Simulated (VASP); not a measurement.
# Au in VASP: further runs, part 2 of 2

VASP 6.6.1. Earlier steps stand in the parts before.

### 3 Single point, LDA

Input file INCAR:

```
SYSTEM = Au
PREC = Accurate ; ENCUT = 520
EDIFF = 1E-7 ; ISMEAR = -1
SIGMA = 0.05 ; LREAL = .FALSE.
LASPH = .TRUE. ; NELM = 60
ALGO = Normal ; ISIF = 2
LWAVE = .FALSE. ; LCHARG = .FALSE.
LDIPOL = .TRUE. ; IDIPOL = 3
DIPOL = 0.5 0.5 0.500 ; GGA = CA
NBANDS = 42
```

Input file KPOINTS:

```
Automatic mesh
0
G
  8 8 1
  0 0 0
```

Input file POSCAR:

```
Au
1.0
    2.8226199300      0.0000000000      0.0000000000
   -1.4113099650      2.5559330250      0.0000000000
    0.0000000000      0.0000000000     27.2329240250
Au
6
Direct
    0.3346720300      0.6693440600      0.2754019360
    0.6653279700      0.3306559400      0.3652411616
    0.3346720300      0.6693440600      0.4550803872
    0.6653279700      0.3306559400      0.5449196128
    0.3346720300      0.6693440600      0.6347588384
    0.6653279700      0.3306559400      0.7245980640
```

Potentials or basis: VASP PAW LDA potentials, release 64 (Au).

Command:

```console
$ cat potpaw_LDA.64/Au/POTCAR > POTCAR
$ mpirun -np 1 vasp_std > vasp.out
```

OUTCAR:

```text
SYSTEM = Au
   PREC = Accurate
   ENCUT = 520
   EDIFF = 1E-7
   ISMEAR = -1
   LREAL = .FALSE.
   LASPH = .TRUE.
   NELM = 60
   ISIF = 2
   GGA = CA

 ion  position               nearest neighbor table
   1  0.335  0.669  0.275-   2 2.95   2 2.95   2 2.97
   2  0.665  0.331  0.365-   1 2.95   1 2.95   3 2.95   3 2.95   1 2.97   3 2.97
   3  0.335  0.669  0.455-   2 2.95   4 2.95   2 2.95   4 2.95   2 2.97   4 2.97
   4  0.665  0.331  0.545-   3 2.95   5 2.95   3 2.95   5 2.95   3 2.97   5 2.97
   5  0.335  0.669  0.635-   6 2.95   6 2.95   4 2.95   4 2.95   6 2.97   4 2.97
   6  0.665  0.331  0.725-   5 2.95   5 2.95   5 2.97

  LATTYP: Found a base centered orthorhombic cell.
 ALAT       =     2.8226199300
 B/A-ratio  =     1.8110359088
 C/A-ratio  =     9.6481016575

  Lattice vectors:

 A1 = (   1.4113099650,  -2.5559330250,   0.0000000000)
 A2 = (   1.4113099650,   2.5559330250,   0.0000000000)
 A3 = (   0.0000000000,   0.0000000000,  27.2329240250)

Analysis of symmetry for initial positions (statically):
=====================================================================
 Subroutine PRICEL returns:
 Original cell was already a primitive cell.

 Routine SETGRP: Setting up the symmetry group for a
 base centered orthorhombic supercell.

 Subroutine GETGRP returns: Found  4 space group operations
 (whereof  4 operations were pure point group operations)
 out of a pool of  8 trial point group operations.

The static configuration has the point symmetry C_2h.

Analysis of symmetry for dynamics (positions and initial velocities):
=====================================================================
 Subroutine PRICEL returns:
[... 136 lines left out ...]
  Thomas-Fermi vector in A             =   2.274744
   LORBIT       =      0    0 simple, 1 ext, 2 COOP (PROOUT), +10 PAW based schemes
   GGA     = CA    functional components
   LHFCALC =     F    Hartree Fock is set to
   AEXX    =    0.0000 exact exchange contribution
   IVDW    =     0    specifies the selected vdW correction
   LEPSILON=     F    determine dielectric tensor
   LRPA    =     F    only Hartree local field effects (RPA)
 non-spin polarized calculation
  energy-cutoff  :      520.00
  volume of cell :      196.47
 maximum number of plane-waves:      5350
 NGX is ok and might be reduce to    24
   NGX = 11   NGY = 11   NGZ =101

 dipolmoment           0.000000      0.000000      0.000000 electrons x Angstroem

 number of electron      66.0000000 magnetization

 dipolmoment           0.000000      0.000000     -0.000000 electrons x Angstroem

 Free energy of the ion-electron system (eV)
  ---------------------------------------------------
  ext. energy  EPLUGINS =         0.00000000
  ---------------------------------------------------
  free energy    TOTEN  =       -25.37585855 eV

  energy without entropy =      -25.35362386  energy(sigma->0) =      -25.36474120

 E-fermi :   2.0732     XC(G=0):  -7.5009

 val. band max:        2.0484199732   @ k =   0.1250   0.3750   0.0000
 cond. band min:       2.0795542682   @ k =   0.3750   0.1250   0.0000
 fundamental gap:      0.0311342949
 Fermi energy:         2.0732224136

 k-point     1 :       0.0000    0.0000    0.0000
  band No.  band energies     occupation
      1      -7.3017      2.00000
      2      -6.7483      2.00000
      3      -5.9872      2.00000
      4      -5.3330      2.00000
      5      -5.0265      2.00000
      6      -5.0223      2.00000
[... 934 lines left out ...]
     41       6.9782      0.00000
     42       7.3591      0.00000

------------------------ aborting loop because EDIFF is reached ----------------------------------------

 vacuum level on the upper side and lower side of the slab       (xc-potential included)        -0.008        -0.008

  FORCE on cell =-STRESS in cart. coord.  units (eV):
  Direction    XX          YY          ZZ          XY          YZ          ZX
  --------------------------------------------------------------------------------------
  -------------------------------------------------------------------------------------
  Total       -8.9312648     -8.1379191     -4.7830160      0.0000000     -0.0179071      0.0000000
  in kB      -72.8328658    -66.3632739    -39.0046391      0.0000000     -0.1460290      0.0000000
  external PRESSURE =     -59.4002596 kB  Pullay stress =       0.0000000 kB

 VOLUME and BASIS-vectors are now :
 -----------------------------------------------------------------------------
  energy-cutoff  :      520.00
  volume of cell :      196.47
      direct lattice vectors                 reciprocal lattice vectors
     2.822619930  0.000000000  0.000000000     0.354280783  0.195623279  0.000000000
    -1.411309965  2.555933025  0.000000000     0.000000000  0.391246559  0.000000000
     0.000000000  0.000000000 27.232924025     0.000000000  0.000000000  0.036720258

 POSITION                                       TOTAL-FORCE (eV/Angst)
 -----------------------------------------------------------------------------------
      0.00000      1.71080      7.50000         0.000000      0.002022      0.294355
      1.41131      0.84513      9.94658        -0.000000     -0.003414      0.174794
      0.00000      1.71080     12.39317        -0.000000      0.007503     -0.071589
      1.41131      0.84513     14.83975         0.000000     -0.007503      0.071589
      0.00000      1.71080     17.28634         0.000000      0.003414     -0.174794
      1.41131      0.84513     19.73292        -0.000000     -0.002022     -0.294355
 -----------------------------------------------------------------------------------
    total drift:                               -0.000000     -0.000000     -0.000000

  FREE ENERGIE OF THE ION-ELECTRON SYSTEM (eV)
  ---------------------------------------------------
  free  energy   TOTEN  =       -25.3758585478 eV

  energy  without entropy=      -25.3536238604  energy(sigma->0) =      -25.36474120

 vacuum level on the upper side and lower side of the slab         7.726         7.726
```

stdout:

```text
POSCAR found type information on POSCAR Au
 POSCAR found :  1 types and       6 ions
 scaLAPACK will be used
 LDA part: xc-table for (Slater(with rela. corr.)+CA(PZ))
 , standard interpolation
 POSCAR, INCAR and KPOINTS ok, starting setup
 FFT: planning ... GRIDC
 FFT: planning ... GRID_SOFT
 FFT: planning ... GRID
 WAVECAR not read
 entering main loop
```

Run time: 2.7 min. Hardware: 1 thread of Intel Xeon Platinum 8488C (Sapphire Rapids), shared host; peak memory 0.33 GiB.

What came out:

| Quantity | Value |
| --- | --- |
| Free energy | -25.3759 eV |
| Largest force | 0.294 eV/Å |
| Band gap on the k mesh | none (metal or under the smearing width) |

Forces on the atoms (eV/Å):
```
Au   0.000  0.002  0.294
Au   0.000 -0.003  0.175
Au   0.000  0.008 -0.072
Au   0.000 -0.008  0.072
Au   0.000  0.003 -0.175
Au   0.000 -0.002 -0.294
```

The run has no spin-orbit coupling, so splittings on Au are missing.

### 4 Single point, LDA+U

Input file INCAR:

```
SYSTEM = Au
PREC = Accurate ; ENCUT = 520
EDIFF = 1E-7 ; ISMEAR = -1
SIGMA = 0.05 ; LREAL = .FALSE.
LASPH = .TRUE. ; NELM = 60
ALGO = Normal ; ISIF = 2
LWAVE = .FALSE. ; LCHARG = .FALSE.
LMAXMIX = 4 ; LDAU = .TRUE.
LDAUTYPE = 2 ; LDAUL = 2
LDAUU = 2 ; LDAUJ = 0
LDAUPRINT = 1 ; LDIPOL = .TRUE.
IDIPOL = 3 ; DIPOL = 0.5 0.5 0.500
GGA = CA ; NBANDS = 42
```

KPOINTS is that of step 3.

POSCAR is that of step 3.

Command:

```console
$ cat potpaw_LDA.64/Au/POTCAR > POTCAR
$ mpirun -np 1 vasp_std > vasp.out
```

Run time: 3.1 min. Hardware: 1 thread of Intel Xeon Platinum 8488C (Sapphire Rapids), shared host; peak memory 0.32 GiB.

The run converged. Its results:

```yaml
Free_energy: -19.2648 eV
Largest_force: 0.358 eV/Å
Band_gap_on_the_k_mesh: none (metal or under the smearing width)
```

Forces on the atoms (eV/Å):
```
Au   0.000  0.005  0.358
Au   0.000 -0.010  0.164
Au   0.000  0.015 -0.085
Au   0.000 -0.015  0.085
Au   0.000  0.010 -0.164
Au   0.000 -0.005 -0.358
```

Levels at points of the mesh, in eV from the Fermi level:
| k point | band 30 | band 31 | band 32 | band 33 | band 34 | band 35 | band 36 | band 37 | band 38 | band 39 |
| --- | --- | --- | --- | --- | --- | --- | --- | --- | --- | --- |
| (0.00, 0.00, 0.00) | -2.75 | -2.65 | -2.55 | -2.52 | -2.46 | -2.45 | -0.79 | -0.01 | 3.85 | 5.11 |
| (0.50, 0.00, 0.00) | -1.78 | 0.41 | 0.47 | 0.86 | 1.37 | 1.70 | 1.75 | 4.06 | 4.07 | 4.70 |
| (0.00, 0.50, 0.00) | -1.87 | 0.11 | 0.16 | 0.51 | 0.97 | 1.25 | 1.28 | 3.45 | 3.50 | 4.16 |

Eigenvalues of the final occupation matrices:
| site | spin | trace | eigenvalues |
| --- | --- | --- | --- |
| site 1 d | 1 | 4.45 | 0.87 0.88 0.89 0.90 0.90 |
| site 1 d | 2 | 4.45 | 0.87 0.88 0.89 0.90 0.90 |
| site 2 d | 1 | 4.45 | 0.87 0.88 0.89 0.90 0.90 |
| site 2 d | 2 | 4.45 | 0.87 0.88 0.89 0.90 0.90 |
| site 3 d | 1 | 4.45 | 0.87 0.89 0.90 0.90 0.90 |
| site 3 d | 2 | 4.45 | 0.87 0.89 0.90 0.90 0.90 |
| site 4 d | 1 | 4.45 | 0.87 0.89 0.90 0.90 0.90 |
| site 4 d | 2 | 4.45 | 0.87 0.89 0.90 0.90 0.90 |
| site 5 d | 1 | 4.45 | 0.87 0.88 0.89 0.90 0.90 |
| site 5 d | 2 | 4.45 | 0.87 0.88 0.89 0.90 0.90 |
| site 6 d | 1 | 4.45 | 0.87 0.88 0.89 0.90 0.90 |
| site 6 d | 2 | 4.45 | 0.87 0.88 0.89 0.90 0.90 |

Caveat: U without spin polarisation on a metal has little footing; the U is typed as a test and isn't derived for this compound.

### 5 Single point, LDA+U

Edit INCAR of step 4 so:

```diff
@@ -9,3 +9,3 @@
 LDAUTYPE = 2 ; LDAUL = 2
-LDAUU = 2 ; LDAUJ = 0
+LDAUU = 3 ; LDAUJ = 0
 LDAUPRINT = 1 ; LDIPOL = .TRUE.
```

KPOINTS is that of step 4.

POSCAR is that of step 4.

Command:

```console
$ cat potpaw_LDA.64/Au/POTCAR > POTCAR
$ mpirun -np 1 vasp_std > vasp.out
```

Run time: 3.2 min. Hardware: 1 thread of Intel Xeon Platinum 8488C (Sapphire Rapids), shared host; peak memory 0.32 GiB.

Results (log left out):

| Quantity | Value |
| --- | --- |
| Free energy | -16.3983 eV |
| Largest force | 0.390 eV/Å |
| Band gap on the k mesh | none (metal or under the smearing width) |

Forces in eV/Å, atoms in the order of the input:
```
Au   0.000  0.005  0.390
Au   0.000 -0.012  0.161
Au   0.000  0.018 -0.091
Au   0.000 -0.018  0.091
Au   0.000  0.012 -0.161
Au   0.000 -0.005 -0.390
```

Levels at points of the mesh, in eV from the Fermi level:
```
           k point  band 32  band 33  band 34  band 35  band 36  band 37
(0.00, 0.00, 0.00)    -2.75    -2.72    -2.67    -2.65    -0.76     0.07
(0.50, 0.00, 0.00)     0.56     0.95     1.45     1.75     1.79     4.11
(0.00, 0.50, 0.00)     0.24     0.60     1.03     1.29     1.31     3.50
```

Eigenvalues of the final occupation matrices:
```tsv
site	spin	trace	eigenvalues
site 1 d	1	4.47	0.88 0.89 0.90 0.90 0.91
site 1 d	2	4.47	0.88 0.89 0.90 0.90 0.91
site 2 d	1	4.48	0.88 0.89 0.90 0.91 0.91
site 2 d	2	4.48	0.88 0.89 0.90 0.91 0.91
site 3 d	1	4.48	0.88 0.89 0.90 0.90 0.90
site 3 d	2	4.48	0.88 0.89 0.90 0.90 0.90
site 4 d	1	4.48	0.88 0.89 0.90 0.90 0.90
site 4 d	2	4.48	0.88 0.89 0.90 0.90 0.90
site 5 d	1	4.48	0.88 0.89 0.90 0.91 0.91
site 5 d	2	4.48	0.88 0.89 0.90 0.91 0.91
site 6 d	1	4.47	0.88 0.89 0.90 0.90 0.91
site 6 d	2	4.47	0.88 0.89 0.90 0.90 0.91
```

Caveat: U without spin polarisation on a metal has little footing; the U is typed as a test and isn't derived for this compound. Spin-orbit coupling is left out, which matters for the levels of Au.

### 6 Overview

| task | level | potentials or basis | U | cell | atoms held fixed (from 0) | gap on the mesh (eV) | largest force (eV/Å) |
| --- | --- | --- | --- | --- | --- | --- | --- |
| relaxation of the atoms | PBE | VASP PAW PBE potentials, release 64 (Au) | - | atoms relaxed | [0, 1, 2] | none | - |
| single point | LDA | VASP PAW LDA potentials, release 64 (Au) | - | as given | - | none | 0.29 |
| single point | LDA+U | VASP PAW LDA potentials, release 64 (Au) | Au d U = 2 eV | as given | - | none | 0.36 |
| single point | LDA+U | VASP PAW LDA potentials, release 64 (Au) | Au d U = 3 eV | as given | - | none | 0.39 |

Alike in all rows: no spin polarisation; k mesh 8 × 8 × 1; cutoff (eV) 520; smearing fermi-dirac 0.05 eV.

Caveats: U without spin polarisation on a metal has little footing (some runs); the U is typed as a test and isn't derived for this compound (some runs).

Total energies depend on the potentials used, so only differences within one code and one set of settings carry meaning.
